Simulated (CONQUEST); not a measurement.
Input of a CONQUEST 1.3 run:

Conquest_input

```
IO.Title PtSe2
IO.Coordinates coords.dat
IO.FractionalAtomicCoords T
IO.Iprint 2
IO.Iprint_init 1
General.NumberOfSpecies 2
General.PseudopotentialType hamann
AtomMove.TypeOfRun static
AtomMove.FullStress T
Grid.GridCutoff 120
DM.SolutionMethod diagon
Diag.MPMesh T
Diag.GammaCentred T
Diag.MPMeshX 7
Diag.MPMeshY 5
Diag.MPMeshZ 4
Diag.kT 0.00183747
minE.SCTolerance 1e-6
SC.MaxIters 100
IO.AtomChargeOutput T
%block ChemicalSpeciesLabel
1 195.080 Pt
2 78.960 Se
%endblock
```

The input coords.dat:

```
    7.0373400881     0.0000000000     0.0000000000
    0.0000000000     9.5657936429     0.0000000000
    0.0000000000     0.0000000000    12.1890305820
6
  0.0169625000   0.0066020000   0.0056665000 1 T T T
  0.5169625000   0.0066020000   0.5056665000 1 T T T
  0.0061725000   0.7400010000   0.3251725000 2 T T T
  0.5061725000   0.7400010000   0.8251725000 2 T T T
  0.4889360000   0.2463110000   0.1661910000 2 T T T
  0.9889360000   0.2463110000   0.6661910000 2 T T T
```

Potentials or basis: PseudoDojo NC PBE, DZ, grid cutoff 120 Ha.

The run is started by

```bash
$ Conquest
```

**Question.** Predict the Mulliken charges.

**Answer.** Pt -0.09; Se +0.10, -0.00 e.

**Question.** Estimate the band gap on the k mesh.

**Answer.** None (metal or under the smearing width).

Stress tensor (GPa, compression positive):
```
14.11  3.31  2.15
 3.31 11.36 -1.08
 2.15 -1.08 14.86
```

Caveat: the atomic basis is small; the basis of atomic orbitals isn't converged, which shifts pressures, moduli and gaps. The run has no spin-orbit coupling, so splittings on Pt are missing.
